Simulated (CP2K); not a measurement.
## Ge: single point with PBE

**Measured values to compare with.**

From “Temperature-dependent photoluminescence in Ge: experiment and theory”, 2020, arxiv:2003.00143, for a bulk crystal of Ge at 0 K: band gap 0.744 eV (indirect).

Ge:

```
Ge
1.0
     4.00068    0.00000    0.00000
     2.00034    3.46469    0.00000
     2.00034    1.15490    3.26654
Ge
2
Direct
  0.75000 0.75000 0.75000
  0.50000 0.50000 0.50000
```

| Quantity | Value |
| --- | --- |
| Program | CP2K 2026.2 |
| Task | single point |
| Functional | PBE |
| Potentials or basis | POTENTIAL_UZH Ge GTH-PBE-q4; TZVP-MOLOPT-PBE-GTH basis |
| Density cutoff | 6123 eV |
| k mesh | 8 × 8 × 8 |
| Occupations | gaussian, width 0.023 eV |
| Spin | no spin polarisation |
| SCF solver | diagonalisation with k points |
| Quickstep method | GPW |
| EPS_DEFAULT | 1.0E-10 |
| EPS_SCF | 1.0E-6 |
| MAX_SCF | 100 |
| SCF_GUESS | ATOMIC |
| k points reduced by the point group | yes |
| Mesh centred on Gamma | yes |
| CHOLESKY | OFF |
| EPS_EIGVAL | 1.0E-7 |
| MIXING METHOD | BROYDEN_MIXING |
| MIXING ALPHA | 0.4 |
| NBUFFER | 8 |
| NGRIDS | 5 |
| Basis sets | Ge TZVP-MOLOPT-PBE-GTH-q4 |
| Potentials | Ge GTH-PBE-q4 of POTENTIAL_UZH |
| ADDED_MOS | [10] |
| REL_CUTOFF (Ry) | 60 Ry |
| MIXING BETA (1/bohr) | 1.5 1/bohr |
| CUTOFF of the grids | 450 Ry |

```yaml
Pressure: 3.9 GPa
Band_gap_on_the_k_mesh: 0.04 eV, direct
```

Levels at points of the mesh, in eV from the valence-band top:
```tsv
k point	band 2	band 3	band 4	band 5	band 6	band 7
(0.00, 0.00, 0.00)	0.00	0.00	0.00	0.04	2.60	2.60
(0.00, 0.00, 0.50)	-7.61	-1.39	-1.39	0.18	3.81	3.81
(0.00, 0.50, 0.50)	-8.90	-3.06	-3.06	0.73	0.73	9.80
```

It took 10 s on 1 thread of Arm Neoverse V2, on a shared host, peak memory 0.26 GiB.

Against the measured gap of Ge, 0.744 eV (indirect; 0 K; “Temperature-dependent photoluminescence in Ge: experiment and theory”, 2020, arxiv:2003.00143), the calculated 0.04 eV is off by -0.71 eV. 3 values of this kind are on record (0.666 to 0.807 eV); this one was drawn at random among those near their median. Spin-orbit coupling on Ge is left out. The value is that of PBE in an atomic basis (POTENTIAL_UZH Ge GTH-PBE-q4; TZVP-MOLOPT-PBE-GTH basis), whose error adds to the functional's, on a finite k mesh, which can miss the band edges, without temperature or zero-point motion. Semilocal functionals fall short of measured gaps as a rule.

Caveat: the basis of atomic orbitals isn't converged, which shifts pressures, moduli and gaps.
